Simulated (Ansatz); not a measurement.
## BAs: equation of state with LDA

**The experiment to reproduce.**

From “Basic Physical Properties of Cubic Boron Arsenide”, 2019, arxiv:1911.11281, for a bulk crystal of BAs: bulk modulus 148 GPa.

The system is BAs.

```
CELL_PARAMETERS angstrom
0.00000 2.38850 2.38850
2.38850 0.00000 2.38850
2.38850 2.38850 0.00000
ATOMIC_POSITIONS crystal
As 0.75000 0.75000 0.75000
B 0.00000 0.00000 0.00000
```

```
Program             : Ansatz 0.2.0
Task                : equation of state
Functional          : LDA
Potentials or basis : Ansatz PAW
Cutoff              : 420 eV
Density cutoff      : 1680 eV
k mesh              : 10 × 10 × 10
Occupations         : fermi-dirac, width 0.05 eV
Spin                : no spin polarisation
```

```yaml
Equilibrium_volume: 13.25 Å³/atom
Bulk_modulus: 147 GPa
Pressure_derivative_of_the_bulk_modulus: 4.1
```

Energy against volume, from the lowest point:
| volume (Å³/atom) | energy (meV/atom) |
| --- | --- |
| 12.809 | 6.62 |
| 13.081 | 0.55 |
| 13.354 | 0.00 |
| 13.626 | 4.36 |
| 13.899 | 13.19 |
| 14.171 | 26.03 |
| 14.444 | 42.48 |

All runs of the series together: 5.7 s on 2 threads of AMD EPYC 7B13 (Zen 3), with other jobs on the host.

A measured bulk modulus of BAs is 148 GPa (quoted in “Basic Physical Properties of Cubic Boron Arsenide”, 2019, arxiv:1911.11281); the calculated 147 GPa misses it by -0.6 %. The fit is for a static lattice scaled at fixed shape and fixed fractional positions.

LDA usually gives volumes a few per cent too small.
